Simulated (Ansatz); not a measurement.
The system is FePt (Tetraferroplatinum).

```xyz
2
Lattice="2.7235 0.0000 0.0000 0.0000 2.7235 0.0000 0.0000 0.0000 3.7200" Properties=species:S:1:pos:R:3 pbc="T T T"
Pt    1.3618    1.3618    1.8600
Fe    0.0000    0.0000    0.0000
```

Base run:

- Program: Ansatz 0.2.0
- Functional: PBEsol
- Potentials or basis: Ansatz PAW
- Cutoff: 420 eV (not typed: the program's choice for these potentials)
- k mesh: 10 × 10 × 7
- Occupations: fermi-dirac, width 0.05 eV
- Spin: no spin polarisation

Its results: band gap on the k mesh none (metal or under the smearing width); pressure -22.5 GPa.

Task: The run is repeated on the same cell with these changes: spin from no spin polarisation to collinear spin, random start. What comes out?

Result: Band gap on the k mesh none (metal or under the smearing width); pressure -6.0 GPa; net moment -3.28 μB per cell; site moments Pt -0.39; Fe -2.94 μB.

Caveats: the PAW data sets come from PBE, with cores solved anew for the run's functional, which leaves a small shift of forces and pressure.
